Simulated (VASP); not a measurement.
# Ca (Immm) in VASP: a series of runs

One crystal, Ca, is run at these levels: PBE; tasks: single point.

Program: VASP 6.6.1. These are calculated values, not measurements. Logs are shortened: lines on timing, memory, paths and dates and some standing lists are left out, and cuts for length are marked.

**1. The structure**

Symmetry: Immm, No. 71, orthorhombic system. Conventional cell: a = 4.193 Å, b = 4.203 Å, c = 4.891 Å, α = 90.00°, β = 90.00°, γ = 90.00°. Ca (site symmetry mmm) has 12 Ca at 3.85 to 4.20 Å as nearest neighbours.

This isn't the form of Ca at room conditions, which is fcc.

**2. Single point, PBE**

INCAR reads:

```
PREC     = Accurate       # precision mode
ENCUT    = 400            # plane-wave cutoff, eV
EDIFF    = 1E-6           # SCF threshold, eV
ISMEAR   = -5             # smearing method
SIGMA    = 0.1            # smearing width, eV
LREAL    = False          # projectors in reciprocal space
LASPH    = True           # aspherical terms in the spheres
NELM     = 100            # most SCF steps
ALGO     = Normal         # electronic algorithm
ISIF     = 2              # what is computed and relaxed
LWAVE    = False          # write WAVECAR
LCHARG   = False          # write CHGCAR
GGA      = PE             # functional
ADDGRID  = False
```

KPOINTS reads:

```
Automatic mesh
0
Gamma
  16 16 16
```

POSCAR reads:

```
Ca
1.0
   -2.1296130000      2.1366080000      2.5183870000
    2.0452440000     -2.1127450000      2.4255450000
    2.0940060000      2.0772270000     -2.4978770000
Ca
1
Direct
    0.5036690000      0.4760610000     -0.0172770000
```

Potentials or basis: VASP PAW PBE potentials, release 64 (Ca_pv).

Command:

```sh
$ cat potpaw_PBE.64/Ca_pv/POTCAR > POTCAR
$ mpirun -np 1 vasp_std > vasp.out
```

OUTCAR:

```text
PREC = Accurate
   ENCUT = 400
   EDIFF = 1E-6
   ISMEAR = -5
   LREAL = False
   LASPH = True
   NELM = 100
   ISIF = 2
   GGA = PE

 Found   2052 irreducible k-points:

 Following reciprocal coordinates:
            Coordinates               Weight
  0.000000  0.000000  0.000000      1.000000
  0.062500  0.000000  0.000000      2.000000
  0.125000  0.000000  0.000000      2.000000
  0.187500  0.000000  0.000000      2.000000
  0.250000  0.000000  0.000000      2.000000
  0.312500  0.000000 -0.000000      2.000000
   k-points           NKPTS =   2052   k-points in BZ     NKDIM =   2052   number of bands    NBANDS=      8
   number of dos      NEDOS =    301   number of ions     NIONS =      1
   total plane-waves  NPLWV =  21952
   dimension x,y,z NGX =    28 NGY =   28 NGZ =   28
   dimension x,y,z NGXF=    56 NGYF=   56 NGZF=   56
   ions per type =               1
   NGX,Y,Z   is equivalent  to a cutoff of  11.85, 12.21, 12.04 a.u.
   NGXF,Y,Z  is equivalent  to a cutoff of  23.69, 24.42, 24.09 a.u.
 SYSTEM =  unknown system
   PREC   = accura    normal or accurate (medium, high low for compatibility)
   ISTART =      0    job   : 0-new  1-cont  2-samecut
   ICHARG =      2    charge: 1-file 2-atom 10-const
   ISPIN  =      1    spin polarized calculation?
   LNONCOLLINEAR =      F non collinear calculations
   LSORBIT =      F    spin-orbit coupling
   LASPH  =      T    aspherical Exc in radial PAW
   ENCUT  =  400.0 eV  29.40 Ry    5.42 a.u.   6.41  6.22  6.30*2*pi/ulx,y,z
   NELM   =    100;   NELMIN=  2; NELMDL= -5     # of ELM steps
   EDIFF  = 0.1E-05   stopping-criterion for ELM
   LREAL  =      F    real-space projection
[... 7 lines left out ...]
   TEBEG  =    0.0;   TEEND  =   0.0 temperature during run
   PSTRESS=    0.0 pullay stress
   NELECT =       8.0000    total number of electrons
   NUPDOWN=      -1.0000    fix difference up-down
   EMIN   =  10.00;   EMAX   =-10.00  energy-range for DOS
   EFERMI =   0.00;   METHOD = LEGACY
   ISMEAR =    -5;   SIGMA  =   0.10  broadening in eV -4-tet -1-fermi 0-gaus
   EFERMI_NEDOS =   21; number of points for ismear=-14 and -15
   IALGO  =     38    algorithm
   IMIX   =      4    mixing-type and parameters
     AMIX     =   0.40;   BMIX     =  1.00
     AMIX_MAG =   1.60;   BMIX_MAG =  1.00
  volume/ion in A,a.u.               =      43.10       290.85
  Fermi-wavevector in a.u.,A,eV,Ry     =   0.933859  1.764737 11.865531  0.872092
  Thomas-Fermi vector in A             =   2.060604
   LORBIT       =      0    0 simple, 1 ext, 2 COOP (PROOUT), +10 PAW based schemes
   GGA     = PE    functional components
   LHFCALC =     F    Hartree Fock is set to
   AEXX    =    0.0000 exact exchange contribution
   IVDW    =     0    specifies the selected vdW correction
   LEPSILON=     F    determine dielectric tensor
   LRPA    =     F    only Hartree local field effects (RPA)
 non-spin polarized calculation
 Fermi weights with tetrahedron method with Bloechl corrections
  energy-cutoff  :      400.00
  volume of cell :       43.10
 maximum number of plane-waves:       795
 NGX is ok and might be reduce to    28

 number of electron       8.0000001 magnetization

 Free energy of the ion-electron system (eV)
  ---------------------------------------------------
  ext. energy  EPLUGINS =         0.00000000
  ---------------------------------------------------
  free energy    TOTEN  =        -1.90671125 eV

  energy without entropy =       -1.90671125  energy(sigma->0) =       -1.90671125

 E-fermi :   2.1323     XC(G=0):  -7.6318

 val. band max:        2.2072844617   @ k =   0.3125   0.2500   0.1250
 cond. band min:       2.0251282661   @ k =   0.3750  -0.0625   0.2500
 fundamental gap:     -0.1821561956
 Fermi energy:         2.1322889731

 k-point     1 :       0.0000    0.0000    0.0000
  band No.  band energies     occupation
      1     -20.8605      2.00000
      2     -20.8555      2.00000
      3     -20.8450      2.00000
      4      -1.8711      2.00000
      5       4.2223      0.00000
      6       4.3486      0.00000
      7       4.9539      0.00000
      8       4.9839      0.00000

 k-point     2 :       0.0625    0.0000    0.0000
  band No.  band energies     occupation
      1     -20.8617      2.00000
      2     -20.8587      2.00000
      3     -20.8468      2.00000
      4      -1.8059      2.00000
      5       4.1993      0.00000
      6       4.3566      0.00000
      7       4.9489      0.00000
      8       4.9645      0.00000

 k-point     3 :       0.1250    0.0000    0.0000
  band No.  band energies     occupation
      1     -20.8716      2.00000
      2     -20.8645      2.00000
      3     -20.8488      2.00000
      4      -1.6126      2.00000
      5       4.0926      0.00000
      6       4.3609      0.00000
      7       4.9212      0.00000
      8       4.9898      0.00000

 k-point     4 :       0.1875    0.0000    0.0000
  band No.  band energies     occupation
      1     -20.8922      2.00000
      2     -20.8694      2.00000
      3     -20.8497      2.00000
      4      -1.2983      2.00000
      5       3.8608      0.00000
      6       4.3125      0.00000
      7       4.9270      0.00000
      8       5.1218      0.00000

 k-point     5 :       0.2500    0.0000    0.0000
  band No.  band energies     occupation
      1     -20.9170      2.00000
      2     -20.8751      2.00000
      3     -20.8503      2.00000
      4      -0.8755      2.00000
      5       3.5282      0.00000
      6       4.2098      0.00000
      7       4.9525      0.00000
      8       5.3626      0.00000

 k-point     6 :       0.3125    0.0000   -0.0000
  band No.  band energies     occupation
      1     -20.9417      2.00000
      2     -20.8808      2.00000
      3     -20.8507      2.00000
      4      -0.3635      2.00000
      5       3.1337      0.00000
      6       4.0912      0.00000
      7       4.9514      0.00000
      8       5.6411      0.00000

 [... further k-points ...]
[... 5 lines left out ...]
  --------------------------------------------------------------------------------------
  -------------------------------------------------------------------------------------
  Total       -0.1273111     -0.1787270     -0.0671114      0.0491271     -0.0408038      0.1301582
  in kB       -4.7326669     -6.6440019     -2.4947987      1.8262503     -1.5168403      4.8385044
  external PRESSURE =      -4.6238225 kB  Pullay stress =       0.0000000 kB

 VOLUME and BASIS-vectors are now :
 -----------------------------------------------------------------------------
  energy-cutoff  :      400.00
  volume of cell :       43.10
      direct lattice vectors                 reciprocal lattice vectors
    -2.129613000  2.136608000  2.518387000     0.005544617  0.236380961  0.201221828
     2.045244000 -2.112745000  2.425545000     0.245206417  0.001067158  0.206447491
     2.094006000  2.077227000 -2.497877000     0.243696023  0.239358134  0.003003396

 POSITION                                       TOTAL-FORCE (eV/Angst)
 -----------------------------------------------------------------------------------
      1.95887      2.11169     -0.03158        -0.000000      0.000000     -0.000000
 -----------------------------------------------------------------------------------
    total drift:                               -0.000001      0.000007      0.000008

  FREE ENERGIE OF THE ION-ELECTRON SYSTEM (eV)
  ---------------------------------------------------
  free  energy   TOTEN  =        -1.9067112481 eV

  energy  without entropy=       -1.9067112481  energy(sigma->0) =       -1.90671125
```

It took 3.8 min on 1 thread of Intel Xeon Platinum 8488C (Sapphire Rapids), shared host; peak memory 0.63 GiB.

The run converged, but some of its settings lie outside the range that counts as converged, so its numbers aren't taken as properties of the crystal.

What came out:

```
Free energy            : -1.9067 eV
Pressure               : -0.5 GPa
Band gap on the k mesh : none (metal or under the smearing width)
```

Caveat: tetrahedron occupations give inexact forces and stress in metals.

**3. Single point, PBE**

This run uses another cell than the first one, of the same volume but with other edges.

Edit INCAR of step 2 so:

```diff
@@ -3,3 +3,3 @@
 EDIFF    = 1E-6           # SCF threshold, eV
-ISMEAR   = -5             # smearing method
+ISMEAR   = 0              # smearing method
 SIGMA    = 0.1            # smearing width, eV
```

KPOINTS is that of step 2.

POSCAR reads:

```
Ca
1.0
   -2.0964874600      2.1017318100      2.4453524600
    2.0964874600     -2.1017318100      2.4453524600
    2.0964874600      2.1017318100     -2.4453524600
Ca
1
Direct
    0.5000000000      0.5000000000      0.0000000000
```

Potentials or basis: VASP PAW PBE potentials, release 64 (Ca_pv).

Command:

```sh
$ cat potpaw_PBE.64/Ca_pv/POTCAR > POTCAR
$ mpirun -np 1 vasp_std > vasp.out
```

OUTCAR:

```text
PREC = Accurate
   ENCUT = 400
   EDIFF = 1E-6
   ISMEAR = 0
   LREAL = False
   LASPH = True
   NELM = 100
   ISIF = 2
   GGA = PE

 Found    621 irreducible k-points:

 Following reciprocal coordinates:
            Coordinates               Weight
  0.000000  0.000000  0.000000      1.000000
  0.062500  0.000000  0.000000      4.000000
  0.125000  0.000000  0.000000      4.000000
  0.187500 -0.000000  0.000000      4.000000
  0.250000  0.000000  0.000000      4.000000
  0.312500  0.000000  0.000000      4.000000
   k-points           NKPTS =    621   k-points in BZ     NKDIM =    621   number of bands    NBANDS=      8
   number of dos      NEDOS =    301   number of ions     NIONS =      1
   total plane-waves  NPLWV =  21952
   dimension x,y,z NGX =    28 NGY =   28 NGZ =   28
   dimension x,y,z NGXF=    56 NGYF=   56 NGZF=   56
   ions per type =               1
   NGX,Y,Z   is equivalent  to a cutoff of  12.10, 12.10, 12.10 a.u.
   NGXF,Y,Z  is equivalent  to a cutoff of  24.21, 24.21, 24.21 a.u.
 SYSTEM =  unknown system
   PREC   = accura    normal or accurate (medium, high low for compatibility)
   ISTART =      0    job   : 0-new  1-cont  2-samecut
   ICHARG =      2    charge: 1-file 2-atom 10-const
   ISPIN  =      1    spin polarized calculation?
   LNONCOLLINEAR =      F non collinear calculations
   LSORBIT =      F    spin-orbit coupling
   LASPH  =      T    aspherical Exc in radial PAW
   ENCUT  =  400.0 eV  29.40 Ry    5.42 a.u.   6.27  6.27  6.27*2*pi/ulx,y,z
   NELM   =    100;   NELMIN=  2; NELMDL= -5     # of ELM steps
   EDIFF  = 0.1E-05   stopping-criterion for ELM
   LREAL  =      F    real-space projection
   EDIFFG = 0.1E-04   stopping-criterion for IOM
   NSW    =      0    number of steps for IOM
   IBRION =     -1    ionic relax: 0-MD 1-quasi-New 2-CG
   NFREE  =      0    steps in history (QN), initial steepest desc. (CG)
   ISIF   =      2    stress and relaxation
   ISYM   =      2    0-nonsym 1-usesym 2-fastsym
   POTIM  = 0.5000    time-step for ionic-motion
   TEBEG  =    0.0;   TEEND  =   0.0 temperature during run
   PSTRESS=    0.0 pullay stress
   NELECT =       8.0000    total number of electrons
   NUPDOWN=      -1.0000    fix difference up-down
   EMIN   =  10.00;   EMAX   =-10.00  energy-range for DOS
   EFERMI =   0.00;   METHOD = LEGACY
   ISMEAR =     0;   SIGMA  =   0.10  broadening in eV -4-tet -1-fermi 0-gaus
   EFERMI_NEDOS =   21; number of points for ismear=-14 and -15
   IALGO  =     38    algorithm
   IMIX   =      4    mixing-type and parameters
     AMIX     =   0.40;   BMIX     =  1.00
     AMIX_MAG =   1.60;   BMIX_MAG =  1.00
  volume/ion in A,a.u.               =      43.10       290.85
  Fermi-wavevector in a.u.,A,eV,Ry     =   0.933859  1.764737 11.865532  0.872092
  Thomas-Fermi vector in A             =   2.060604
   LORBIT       =      0    0 simple, 1 ext, 2 COOP (PROOUT), +10 PAW based schemes
   GGA     = PE    functional components
   LHFCALC =     F    Hartree Fock is set to
   AEXX    =    0.0000 exact exchange contribution
   IVDW    =     0    specifies the selected vdW correction
   LEPSILON=     F    determine dielectric tensor
   LRPA    =     F    only Hartree local field effects (RPA)
 non-spin polarized calculation
 Gauss-broadening in eV      SIGMA  =   0.10
  energy-cutoff  :      400.00
  volume of cell :       43.10
 maximum number of plane-waves:       800
 NGX is ok and might be reduce to    28

 number of electron       8.0000002 magnetization

 Free energy of the ion-electron system (eV)
  ---------------------------------------------------
  ext. energy  EPLUGINS =         0.00000000
  ---------------------------------------------------
  free energy    TOTEN  =        -1.91254500 eV

  energy without entropy =       -1.90556097  energy(sigma->0) =       -1.90905299

 E-fermi :   2.1400     XC(G=0):  -7.6335

 val. band max:        2.1390700093   @ k =   0.5000  -0.3750   0.2500
 cond. band min:       2.1425277967   @ k =  -0.1875   0.5000   0.1875
 fundamental gap:      0.0034577873
 Fermi energy:         2.1399749893

 k-point     1 :       0.0000    0.0000    0.0000
  band No.  band energies     occupation
      1     -20.8640      2.00000
      2     -20.8635      2.00000
      3     -20.8516      2.00000
      4      -1.8718      2.00000
      5       4.2958      0.00000
      6       4.3092      0.00000
      7       4.8910      0.00000
      8       5.0110      0.00000
[... 45 lines left out ...]
 k-point     6 :       0.3125    0.0000    0.0000
  band No.  band energies     occupation
      1     -20.9493      2.00000
      2     -20.8881      2.00000
      3     -20.8578      2.00000
      4      -0.3330      2.00000
      5       3.1828      0.00000
      6       4.0318      0.00000
      7       4.9966      0.00000
      8       5.6357      0.00000

 [... further k-points ...]

------------------------ aborting loop because EDIFF is reached ----------------------------------------

  FORCE on cell =-STRESS in cart. coord.  units (eV):
  Direction    XX          YY          ZZ          XY          YZ          ZX
  --------------------------------------------------------------------------------------
  -------------------------------------------------------------------------------------
  Total       -0.1332802     -0.1405898     -0.0491466     -0.0000000      0.0000000      0.0000000
  in kB       -4.9545608     -5.2262895     -1.8269764     -0.0000000      0.0000000      0.0000000
  external PRESSURE =      -4.0026089 kB  Pullay stress =       0.0000000 kB

 VOLUME and BASIS-vectors are now :
 -----------------------------------------------------------------------------
  energy-cutoff  :      400.00
  volume of cell :       43.10
      direct lattice vectors                 reciprocal lattice vectors
    -2.096487460  2.101731810  2.445352460     0.000000000  0.237899050  0.204469502
     2.096487460 -2.101731810  2.445352460     0.238494153  0.000000000  0.204469502
     2.096487460  2.101731810 -2.445352460     0.238494153  0.237899050  0.000000000

 POSITION                                       TOTAL-FORCE (eV/Angst)
 -----------------------------------------------------------------------------------
      0.00000      0.00000      2.44535         0.000000      0.000000      0.000000
 -----------------------------------------------------------------------------------
    total drift:                                0.000000     -0.000000      0.000000

  FREE ENERGIE OF THE ION-ELECTRON SYSTEM (eV)
  ---------------------------------------------------
  free  energy   TOTEN  =        -1.9125449996 eV

  energy  without entropy=       -1.9055609710  energy(sigma->0) =       -1.90905299
```

Wall time 64 s (1 thread of Intel Xeon Platinum 8488C (Sapphire Rapids), shared host); peak memory 0.28 GiB.

The run converged, but some of its settings lie outside the range that counts as converged, so its numbers aren't taken as properties of the crystal.

What came out:

* Free energy: -1.9125 eV
* Pressure: -0.4 GPa
* Band gap on the k mesh: none (metal or under the smearing width)

**4. The reference run**

An earlier run on the cell as given: functional PBE; potentials or basis VASP PAW PBE potentials, release 64 (Ca_sv); cutoff 520 eV; k mesh 9 × 9 × 9; occupations fermi-dirac, width 0.05 eV; no spin polarisation.

- Pressure: -0.4 GPa
- Band gap on the k mesh: none (metal or under the smearing width)
